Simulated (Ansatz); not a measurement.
**TiAl3: response to a stretch of c alone**

Aim: apply a stretch of c alone to TiAl3 from -3 to +3 %, where the rest of the cell is held and the atoms relax, and follow energy, stress and any gap.

Computed with Ansatz 0.2.0 (DFT PBEsol, scalar-relativistic, plane waves, PAW, unless a step's input says otherwise).

2 further runs of the same task are left out: 2 set aside as unsound or not needed.

## 1. The structure to begin with

Symmetry: I4/mmm, No. 139, tetragonal system. The conventional cell has a = 3.816 Å, b = 3.816 Å, c = 8.554 Å, α = 90.00°, β = 90.00°, γ = 90.00°. Ti (site symmetry 4/mmm) has 12 Al at 2.70 to 2.87 Å as nearest neighbours. Al (site symmetry 4/mmm) is surrounded by 4 Ti at 2.70 Å and 8 Al at 2.87 Å. Al (site symmetry -4m2) is surrounded by 8 Al at 2.70 to 2.87 Å and 4 Ti at 2.87 Å.

As a file:

```cif
data_structure
_symmetry_space_group_name_H-M 'P 1'
_symmetry_Int_Tables_number 1
_cell_length_a 3.8155
_cell_length_b 3.8155
_cell_length_c 8.5540
_cell_angle_alpha 90.000
_cell_angle_beta 90.000
_cell_angle_gamma 90.000
_cell_volume 124.53
loop_
_atom_site_label
_atom_site_type_symbol
_atom_site_fract_x
_atom_site_fract_y
_atom_site_fract_z
_atom_site_occupancy
Ti1 Ti 0.00000 0.00000 0.00000 1
Ti2 Ti 0.50000 0.50000 0.50000 1
Al1 Al 0.50000 0.50000 0.00000 1
Al2 Al 0.00000 0.50000 0.25000 1
Al3 Al 0.50000 0.00000 0.25000 1
Al4 Al 0.00000 0.00000 0.50000 1
Al5 Al 0.50000 0.00000 0.75000 1
Al6 Al 0.00000 0.50000 0.75000 1
```

It goes back to an entry of the Materials Project, which need not be the stable form.

## 2. The unstrained reference

input.yaml

```yaml
crystal:
  lattice:
    - [3.8155481467, 0.0, 0.0]
    - [0.0, 3.8155481467, 0.0]
    - [0.0, 0.0, 8.5539936146]
  atoms:
    - { symbol: Ti, position: [0.0, 0.0, 0.0] }
    - { symbol: Ti, position: [0.5, 0.5, 0.5] }
    - { symbol: Al, position: [0.5, 0.5, 0.0] }
    - { symbol: Al, position: [0.0, 0.5, 0.25] }
    - { symbol: Al, position: [0.5, 0.0, 0.25] }
    - { symbol: Al, position: [0.0, 0.0, 0.5] }
    - { symbol: Al, position: [0.5, 0.0, 0.75] }
    - { symbol: Al, position: [0.0, 0.5, 0.75] }
basis:
  ecutwfc: 420
kpoints:
  mp_grid: { grid: [10, 10, 4] }
hamiltonian:
  xc: pbesol
scf:
  occupations: { method: gaussian, width: 0.1 }
output:
  forces: true
  stress: true
  eigenvalues: true
```

The run is started by

```console
> ansatz run input.yaml --threads 1 --pin off --max-ram 2560MiB --backend cpu --events-out ev --progress --plain --runs-dir out
```

The log of the run, shortened:

```text
Warning: RAYON_NUM_THREADS=1 ignored (pool sized by the plan → 1); use --threads N
[...]
Pseudopotentials: kind: paw
Pseudopotential: Ti, paw, valence charge 12, recommended cutoff 420 eV (normal), Ti.paw.azcp
Pseudopotential: Al, paw, valence charge 3, recommended cutoff 420 eV (normal), Al.paw.azcp
Functional definition: PBEsol
[...]
Crystal: 8 atoms, lattice volume = 124.533 Å³
Basis set: ecut = 420 eV, 2405 PW (Γ), exchange–correlation on 54×54×120 points (8 copies of the dense FFT grid, shifted against one another)
Bands: 29, of which v1, the nominal top of the filled ones, is band 21 counted from 1 (20 counted from 0)
Symmetry: 32 space group operations
Space group: I4/mmm (ITA 139), of the structure as read, at distance tolerance 5.0e-5 Å
k-points: 63 of 400
[...]
SCF iter   1: F=—  HF=-8098.332024 eV  |F-HF|=—  |Δ(HF+E_count)|=         —  Δρ=5.11e-3  dr2=3.53e-2  ethr=1.77e-3  ⟨swp⟩=6.6  Hψ=8988  notcnv=0
[...]
SCF iter   6: F=-8098.325189 eV  HF=-8098.325189 eV  |F-HF|=1.13e-8  |Δ(HF+E_count)|=   2.56e-9  Δρ=3.43e-6  dr2=1.68e-8  ethr=2.38e-10  ⟨swp⟩=8.4  Hψ=7059  notcnv=0
[...]
SCF converged after 6 iterations
Free energy (F): -8098.325189 eV
[...]
E sigma→0 (E₀):  -8098.316845 eV
Entropy (-TS):   -0.016687 eV (-2.086 meV/atom)
Fermi energy:    9.668363 eV
[...]
--- Forces (eV/Å), atoms counted from 1 ---
  atom   1  Ti     0.00000000    -0.00000000     0.00000000
  atom   2  Ti    -0.00000000    -0.00000000    -0.00000000
  atom   3  Al    -0.00000000     0.00000000     0.00000000
  atom   4  Al    -0.00000000    -0.00000000     0.00000000
  atom   5  Al    -0.00000000    -0.00000000     0.00000000
  atom   6  Al    -0.00000000     0.00000000     0.00000000
  atom   7  Al    -0.00000000    -0.00000000    -0.00000000
  atom   8  Al    -0.00000000     0.00000000     0.00000000
[...]
--- Stress (GPa, compression-positive) ---
       -0.037614       0.000000       0.000000
       -0.000000      -0.037614       0.000000
        0.000000       0.000000       0.057512
  P = ⅓ Tr σ = -0.0059 GPa (-0.059 kbar)
--- Band table (eV; the first three rows and the last of 63) ---
[...]
```

It took 8.7 s on 1 thread of Intel Xeon Platinum 8375C at 2.90GHz (Ice Lake), shared host; peak memory 0.52 GiB.

This 8-atom setting of the relaxed crystal is the reference for all strained cells.

## 3. Strain -1.0 %

input.yaml: that of step 2 with these lines changed.

```diff
@@ -4,3 +4,3 @@
     - [0.0, 3.8155481467, 0.0]
-    - [0.0, 0.0, 8.5539936146]
+    - [0.0, 0.0, 8.4684536785]
   atoms:
```

The run is started by

```console
> ansatz run input.yaml --threads 1 --pin off --max-ram 2560MiB --backend cpu --events-out ev --progress --plain --runs-dir out
```

The log of the run, shortened:

```text
Warning: RAYON_NUM_THREADS=1 ignored (pool sized by the plan → 1); use --threads N
[...]
Pseudopotentials: kind: paw
Pseudopotential: Ti, paw, valence charge 12, recommended cutoff 420 eV (normal), Ti.paw.azcp
Pseudopotential: Al, paw, valence charge 3, recommended cutoff 420 eV (normal), Al.paw.azcp
Functional definition: PBEsol
[...]
Crystal: 8 atoms, lattice volume = 123.287 Å³
Basis set: ecut = 420 eV, 2397 PW (Γ), exchange–correlation on 54×54×120 points (8 copies of the dense FFT grid, shifted against one another)
Bands: 29, of which v1, the nominal top of the filled ones, is band 21 counted from 1 (20 counted from 0)
Symmetry: 32 space group operations
Space group: I4/mmm (ITA 139), of the structure as read, at distance tolerance 5.0e-5 Å
k-points: 63 of 400
[...]
SCF iter   1: F=—  HF=-8098.322097 eV  |F-HF|=—  |Δ(HF+E_count)|=         —  Δρ=5.02e-3  dr2=3.24e-2  ethr=1.77e-3  ⟨swp⟩=6.5  Hψ=8983  notcnv=0
[...]
SCF converged after 6 iterations
Free energy (F): -8098.315516 eV
[...]
E sigma→0 (E₀):  -8098.306864 eV
Entropy (-TS):   -0.017304 eV (-2.163 meV/atom)
Fermi energy:    9.782677 eV
[...]
--- Forces (eV/Å), atoms counted from 1 ---
  atom   1  Ti     0.00000000     0.00000000     0.00000000
  atom   2  Ti     0.00000000     0.00000000     0.00000000
  atom   3  Al    -0.00000000     0.00000000     0.00000000
  atom   4  Al     0.00000000    -0.00000000    -0.00000000
  atom   5  Al    -0.00000000     0.00000000     0.00000000
  atom   6  Al     0.00000000     0.00000000     0.00000000
  atom   7  Al     0.00000000    -0.00000000     0.00000000
  atom   8  Al     0.00000000     0.00000000    -0.00000000
[...]
--- Stress (GPa, compression-positive) ---
        0.446393       0.000000       0.000000
        0.000000       0.446393       0.000000
        0.000000       0.000000       2.452682
  P = ⅓ Tr σ = 1.1152 GPa (11.152 kbar)
--- Band table (eV; the first three rows and the last of 63) ---
[...]
```

Run time: 8.7 s. Hardware: 1 thread of Intel Xeon Platinum 8375C at 2.90GHz (Ice Lake), shared host; peak memory 0.53 GiB.

The cell is held at each strain. Atoms start from the nearest strain of the same sign that is done. Symmetry fixes all atoms here, so a single point is enough.

## 4. Strain +1.0 %

input.yaml: that of step 3 with these lines changed.

```diff
@@ -4,3 +4,3 @@
     - [0.0, 3.8155481467, 0.0]
-    - [0.0, 0.0, 8.4684536785]
+    - [0.0, 0.0, 8.6395335508]
   atoms:
```

The run is started by

```console
> ansatz run input.yaml --threads 1 --pin off --max-ram 2560MiB --backend cpu --events-out ev --progress --plain --runs-dir out
```

The log of the run, shortened:

```text
Warning: RAYON_NUM_THREADS=1 ignored (pool sized by the plan → 1); use --threads N
[...]
Pseudopotentials: kind: paw
Pseudopotential: Ti, paw, valence charge 12, recommended cutoff 420 eV (normal), Ti.paw.azcp
Pseudopotential: Al, paw, valence charge 3, recommended cutoff 420 eV (normal), Al.paw.azcp
Functional definition: PBEsol
[...]
Crystal: 8 atoms, lattice volume = 125.778 Å³
Basis set: ecut = 420 eV, 2429 PW (Γ), exchange–correlation on 54×54×120 points (8 copies of the dense FFT grid, shifted against one another)
Bands: 29, of which v1, the nominal top of the filled ones, is band 21 counted from 1 (20 counted from 0)
Symmetry: 32 space group operations
Space group: I4/mmm (ITA 139), of the structure as read, at distance tolerance 5.0e-5 Å
k-points: 63 of 400
[...]
SCF iter   1: F=—  HF=-8098.323718 eV  |F-HF|=—  |Δ(HF+E_count)|=         —  Δρ=5.22e-3  dr2=3.86e-2  ethr=1.77e-3  ⟨swp⟩=6.4  Hψ=8984  notcnv=0
[...]
SCF converged after 6 iterations
Free energy (F): -8098.316710 eV
[...]
E sigma→0 (E₀):  -8098.308487 eV
Entropy (-TS):   -0.016446 eV (-2.056 meV/atom)
Fermi energy:    9.556936 eV
[...]
--- Forces (eV/Å), atoms counted from 1 ---
  atom   1  Ti     0.00000000     0.00000000     0.00000000
  atom   2  Ti    -0.00000000    -0.00000000     0.00000000
  atom   3  Al    -0.00000000     0.00000000     0.00000000
  atom   4  Al     0.00000000     0.00000000     0.00000000
  atom   5  Al     0.00000000    -0.00000000     0.00000000
  atom   6  Al     0.00000000     0.00000000     0.00000000
  atom   7  Al     0.00000000     0.00000000     0.00000000
  atom   8  Al     0.00000000    -0.00000000     0.00000000
[...]
--- Stress (GPa, compression-positive) ---
       -0.467991       0.000000       0.000000
        0.000000      -0.467991       0.000000
        0.000000       0.000000      -2.218580
  P = ⅓ Tr σ = -1.0515 GPa (-10.515 kbar)
--- Band table (eV; the first three rows and the last of 63) ---
[...]
```

It took 8.5 s on 1 thread of Intel Xeon Platinum 8375C at 2.90GHz (Ice Lake), shared host; peak memory 0.54 GiB.

## 5. The cell strained by -2.0 %

input.yaml: that of step 4 with these lines changed.

```diff
@@ -4,3 +4,3 @@
     - [0.0, 3.8155481467, 0.0]
-    - [0.0, 0.0, 8.6395335508]
+    - [0.0, 0.0, 8.3829137423]
   atoms:
```

The run is started by

```console
> ansatz run input.yaml --threads 1 --pin off --max-ram 2560MiB --backend cpu --events-out ev --progress --plain --runs-dir out
```

The log of the run, shortened:

```text
Warning: RAYON_NUM_THREADS=1 ignored (pool sized by the plan → 1); use --threads N
[...]
Pseudopotentials: kind: paw
Pseudopotential: Ti, paw, valence charge 12, recommended cutoff 420 eV (normal), Ti.paw.azcp
Pseudopotential: Al, paw, valence charge 3, recommended cutoff 420 eV (normal), Al.paw.azcp
Functional definition: PBEsol
[...]
Crystal: 8 atoms, lattice volume = 122.042 Å³
Basis set: ecut = 420 eV, 2373 PW (Γ), exchange–correlation on 54×54×120 points (8 copies of the dense FFT grid, shifted against one another)
Bands: 29, of which v1, the nominal top of the filled ones, is band 21 counted from 1 (20 counted from 0)
Symmetry: 32 space group operations
Space group: I4/mmm (ITA 139), of the structure as read, at distance tolerance 5.0e-5 Å
k-points: 63 of 400
[...]
SCF iter   1: F=—  HF=-8098.293187 eV  |F-HF|=—  |Δ(HF+E_count)|=         —  Δρ=4.95e-3  dr2=3.04e-2  ethr=1.77e-3  ⟨swp⟩=6.5  Hψ=8993  notcnv=0
[...]
SCF converged after 6 iterations
Free energy (F): -8098.286813 eV
[...]
E sigma→0 (E₀):  -8098.277497 eV
Entropy (-TS):   -0.018631 eV (-2.329 meV/atom)
Fermi energy:    9.901235 eV
[...]
--- Forces (eV/Å), atoms counted from 1 ---
  atom   1  Ti     0.00000000     0.00000000     0.00000000
  atom   2  Ti     0.00000000     0.00000000    -0.00000000
  atom   3  Al     0.00000000    -0.00000000     0.00000000
  atom   4  Al    -0.00000000    -0.00000000    -0.00000000
  atom   5  Al     0.00000000    -0.00000000    -0.00000000
  atom   6  Al     0.00000000    -0.00000000     0.00000000
  atom   7  Al    -0.00000000    -0.00000000    -0.00000000
  atom   8  Al    -0.00000000    -0.00000000    -0.00000000
[...]
--- Stress (GPa, compression-positive) ---
        1.001093       0.000000       0.000000
       -0.000000       1.001093       0.000000
        0.000000       0.000000       4.942303
  P = ⅓ Tr σ = 2.3148 GPa (23.148 kbar)
--- Band table (eV; the first three rows and the last of 63) ---
[...]
```

Run time: 9.4 s. Hardware: 1 thread of Intel Xeon Platinum 8375C at 2.90GHz (Ice Lake), shared host; peak memory 0.52 GiB.

## 6. The cell strained by +2.0 %

input.yaml: that of step 5 with these lines changed.

```diff
@@ -4,3 +4,3 @@
     - [0.0, 3.8155481467, 0.0]
-    - [0.0, 0.0, 8.3829137423]
+    - [0.0, 0.0, 8.7250734869]
   atoms:
```

The run is started by

```console
> ansatz run input.yaml --threads 1 --pin off --max-ram 2560MiB --backend cpu --events-out ev --progress --plain --runs-dir out
```

The log of the run, shortened:

```text
Warning: RAYON_NUM_THREADS=1 ignored (pool sized by the plan → 1); use --threads N
[...]
Pseudopotentials: kind: paw
Pseudopotential: Ti, paw, valence charge 12, recommended cutoff 420 eV (normal), Ti.paw.azcp
Pseudopotential: Al, paw, valence charge 3, recommended cutoff 420 eV (normal), Al.paw.azcp
Functional definition: PBEsol
[...]
Crystal: 8 atoms, lattice volume = 127.023 Å³
Basis set: ecut = 420 eV, 2477 PW (Γ), exchange–correlation on 54×54×120 points (8 copies of the dense FFT grid, shifted against one another)
Bands: 29, of which v1, the nominal top of the filled ones, is band 21 counted from 1 (20 counted from 0)
Symmetry: 32 space group operations
Space group: I4/mmm (ITA 139), of the structure as read, at distance tolerance 5.0e-5 Å
k-points: 63 of 400
[...]
SCF iter   1: F=—  HF=-8098.298404 eV  |F-HF|=—  |Δ(HF+E_count)|=         —  Δρ=5.36e-3  dr2=4.23e-2  ethr=1.77e-3  ⟨swp⟩=6.5  Hψ=8946  notcnv=0
[...]
SCF converged after 6 iterations
Free energy (F): -8098.291043 eV
[...]
E sigma→0 (E₀):  -8098.282827 eV
Entropy (-TS):   -0.016431 eV (-2.054 meV/atom)
Fermi energy:    9.447832 eV
[...]
--- Forces (eV/Å), atoms counted from 1 ---
  atom   1  Ti     0.00000000    -0.00000000    -0.00000000
  atom   2  Ti     0.00000000    -0.00000000    -0.00000000
  atom   3  Al     0.00000000     0.00000000     0.00000000
  atom   4  Al     0.00000000    -0.00000000    -0.00000000
  atom   5  Al    -0.00000000     0.00000000    -0.00000000
  atom   6  Al     0.00000000     0.00000000     0.00000000
  atom   7  Al     0.00000000    -0.00000000     0.00000000
  atom   8  Al    -0.00000000     0.00000000    -0.00000000
[...]
--- Stress (GPa, compression-positive) ---
       -0.854366       0.000000      -0.000000
        0.000000      -0.854366      -0.000000
        0.000000      -0.000000      -4.366401
  P = ⅓ Tr σ = -2.0250 GPa (-20.250 kbar)
--- Band table (eV; the first three rows and the last of 63) ---
[...]
```

Run time: 10 s. Hardware: 1 thread of Intel Xeon Platinum 8375C at 2.90GHz (Ice Lake), shared host; peak memory 0.54 GiB.

## 7. The cell strained by -3.0 %

input.yaml: that of step 6 with these lines changed.

```diff
@@ -4,3 +4,3 @@
     - [0.0, 3.8155481467, 0.0]
-    - [0.0, 0.0, 8.7250734869]
+    - [0.0, 0.0, 8.2973738062]
   atoms:
@@ -26 +26,5 @@
   eigenvalues: true
+  write_density: true
+  write_potential: true
+  elf: true
+  volumetric_format: npy
```

The run is started by

```console
> ansatz run input.yaml --threads 1 --pin off --max-ram 2560MiB --backend cpu --events-out ev --progress --plain --runs-dir out
```

The log of the run, shortened:

```text
Warning: RAYON_NUM_THREADS=1 ignored (pool sized by the plan → 1); use --threads N
[...]
Pseudopotentials: kind: paw
Pseudopotential: Ti, paw, valence charge 12, recommended cutoff 420 eV (normal), Ti.paw.azcp
Pseudopotential: Al, paw, valence charge 3, recommended cutoff 420 eV (normal), Al.paw.azcp
Functional definition: PBEsol
[...]
Crystal: 8 atoms, lattice volume = 120.797 Å³
Basis set: ecut = 420 eV, 2355 PW (Γ), exchange–correlation on 54×54×120 points (8 copies of the dense FFT grid, shifted against one another)
Bands: 29, of which v1, the nominal top of the filled ones, is band 21 counted from 1 (20 counted from 0)
Symmetry: 32 space group operations
Space group: I4/mmm (ITA 139), of the structure as read, at distance tolerance 4.9e-5 Å
k-points: 63 of 400
[...]
SCF iter   1: F=—  HF=-8098.244876 eV  |F-HF|=—  |Δ(HF+E_count)|=         —  Δρ=4.90e-3  dr2=2.89e-2  ethr=1.77e-3  ⟨swp⟩=6.5  Hψ=8989  notcnv=0  defer=2
[...]
SCF converged after 6 iterations
Free energy (F): -8098.238515 eV
[...]
E sigma→0 (E₀):  -8098.228201 eV
Entropy (-TS):   -0.020629 eV (-2.579 meV/atom)
Fermi energy:    10.025783 eV
[...]
--- Forces (eV/Å), atoms counted from 1 ---
  atom   1  Ti     0.00000000     0.00000000     0.00000000
  atom   2  Ti     0.00000000    -0.00000000     0.00000000
  atom   3  Al    -0.00000000    -0.00000000     0.00000000
  atom   4  Al     0.00000000     0.00000000     0.00000000
  atom   5  Al     0.00000000     0.00000000     0.00000000
  atom   6  Al     0.00000000     0.00000000     0.00000000
  atom   7  Al     0.00000000     0.00000000     0.00000000
  atom   8  Al     0.00000000     0.00000000    -0.00000000
[...]
--- Stress (GPa, compression-positive) ---
        1.642985      -0.000000       0.000000
        0.000000       1.642985       0.000000
        0.000000       0.000000       7.498051
  P = ⅓ Tr σ = 3.5947 GPa (35.947 kbar)
--- Band table (eV; the first three rows and the last of 63) ---
[...]
```

Run time: 13 s. Hardware: 1 thread of Intel Xeon Platinum 8375C at 2.90GHz (Ice Lake), shared host; peak memory 0.52 GiB.

Density in a lattice plane of the grid's cell (edges 3.82 and 8.30 Å, at 0.000 of the third edge), which holds Ti and Al.

Ten even steps from ' ' (0.06 e/Å³) to '@' (10.21 e/Å³):
```
**==..              ..==
                        
                        
                        
                        
                        
                        
                        
                        
                        
                        
                        
                        
                        
                        
                        
                        
                        
**==..              ..==
@@%%::              ::%%
```
Columns run along the first of these edges and rows up along the second, over one cell in 12 and 20 even steps from the bottom left corner. Atoms in the plane (fractional): Ti at (0.00, 0.00), Al at (0.50, 0.25), Al at (0.00, 0.50), Al at (0.50, 0.75).

ELF in the same plane.

Values, 12 rows by 6 columns:
```
0.53 0.22 0.35 0.60 0.35 0.22
0.28 0.48 0.58 0.28 0.58 0.48
0.34 0.49 0.15 0.19 0.15 0.49
0.23 0.40 0.55 0.28 0.55 0.40
0.12 0.55 0.66 0.60 0.66 0.55
0.27 0.23 0.63 0.42 0.63 0.23
0.12 0.55 0.66 0.60 0.66 0.55
0.23 0.40 0.55 0.28 0.55 0.40
0.34 0.49 0.15 0.19 0.15 0.49
0.28 0.48 0.58 0.28 0.58 0.48
0.53 0.22 0.35 0.60 0.35 0.22
0.00 0.56 0.12 0.42 0.12 0.56
```
Columns run along the first of these edges and rows up along the second, over one cell in 6 and 12 even steps from the bottom left corner. Atoms in the plane (fractional): Ti at (0.00, 0.00), Al at (0.50, 0.25), Al at (0.00, 0.50), Al at (0.50, 0.75).

Both are smooth fields of the valence electrons: close to the nuclei they are not physical.

Outside the cores ELF peaks at 0.69 on the Al–Al line, 1.1 Å from Al; 0.66 beside Al, off the lines to its neighbours, 1.1 Å from Al.

## 8. Strain +3.0 %

input.yaml: that of step 7 with these lines changed.

```diff
@@ -4,3 +4,3 @@
     - [0.0, 3.8155481467, 0.0]
-    - [0.0, 0.0, 8.2973738062]
+    - [0.0, 0.0, 8.8106134231]
   atoms:
@@ -26,5 +26 @@
   eigenvalues: true
-  write_density: true
-  write_potential: true
-  elf: true
-  volumetric_format: npy
```

The run is started by

```console
> ansatz run input.yaml --threads 1 --pin off --max-ram 2560MiB --backend cpu --events-out ev --progress --plain --runs-dir out
```

The log of the run, shortened:

```text
Warning: RAYON_NUM_THREADS=1 ignored (pool sized by the plan → 1); use --threads N
[...]
Pseudopotentials: kind: paw
Pseudopotential: Ti, paw, valence charge 12, recommended cutoff 420 eV (normal), Ti.paw.azcp
Pseudopotential: Al, paw, valence charge 3, recommended cutoff 420 eV (normal), Al.paw.azcp
Functional definition: PBEsol
[...]
Crystal: 8 atoms, lattice volume = 128.269 Å³
Basis set: ecut = 420 eV, 2477 PW (Γ), exchange–correlation on 54×54×120 points (8 copies of the dense FFT grid, shifted against one another)
Bands: 29, of which v1, the nominal top of the filled ones, is band 21 counted from 1 (20 counted from 0)
Symmetry: 32 space group operations
Space group: I4/mmm (ITA 139), of the structure as read, at distance tolerance 5.0e-5 Å
k-points: 63 of 400
[...]
SCF iter   1: F=—  HF=-8098.256979 eV  |F-HF|=—  |Δ(HF+E_count)|=         —  Δρ=5.48e-3  dr2=4.62e-2  ethr=1.77e-3  ⟨swp⟩=6.6  Hψ=8933  notcnv=0
[...]
SCF converged after 6 iterations
Free energy (F): -8098.249166 eV
[...]
E sigma→0 (E₀):  -8098.240889 eV
Entropy (-TS):   -0.016555 eV (-2.069 meV/atom)
Fermi energy:    9.340749 eV
[...]
--- Forces (eV/Å), atoms counted from 1 ---
  atom   1  Ti     0.00000000    -0.00000000     0.00000000
  atom   2  Ti     0.00000000    -0.00000000     0.00000000
  atom   3  Al     0.00000000     0.00000000     0.00000000
  atom   4  Al     0.00000000     0.00000000     0.00000000
  atom   5  Al    -0.00000000     0.00000000    -0.00000000
  atom   6  Al     0.00000000     0.00000000     0.00000000
  atom   7  Al     0.00000000     0.00000000     0.00000000
  atom   8  Al    -0.00000000     0.00000000    -0.00000000
[...]
--- Stress (GPa, compression-positive) ---
       -1.203208       0.000000       0.000000
        0.000000      -1.203208       0.000000
        0.000000       0.000000      -6.383706
  P = ⅓ Tr σ = -2.9300 GPa (-29.300 kbar)
--- Band table (eV; the first three rows and the last of 63) ---
[...]
```

It took 10 s on 1 thread of Intel Xeon Platinum 8375C at 2.90GHz (Ice Lake), shared host; peak memory 0.53 GiB.

## 9. Energy and stress against strain (a metal throughout)

```csv
strain (%),ΔE (meV/atom),a (Å),b (Å),c (Å),σxx,σyy,σzz
-3.0,11.1,3.816,3.816,8.297,1.64,1.64,7.50
-2.0,4.9,3.816,3.816,8.383,1.00,1.00,4.94
-1.0,1.2,3.816,3.816,8.468,0.45,0.45,2.45
+0.0,0.0,3.816,3.816,8.554,-0.04,-0.04,0.06
+1.0,1.0,3.816,3.816,8.640,-0.47,-0.47,-2.22
+2.0,4.3,3.816,3.816,8.725,-0.85,-0.85,-4.37
+3.0,9.5,3.816,3.816,8.811,-1.20,-1.20,-6.38
```

ΔE is over the unstrained cell. Stress in GPa, positive in compression, on the Cartesian axes of the input. 

## 10. What came out

| quantity | value |
| --- | --- |
| largest energy cost | 11.1 meV/atom at -3.0 % |
| (1/V) d²E/dε² at zero strain, cubic fit | 235 GPa |

**Reading.** The curvature of the energy, 235 GPa, is the elastic constant along c at held a and b. Compression by 3 % costs 11.1 meV/atom and stretching 9.5.
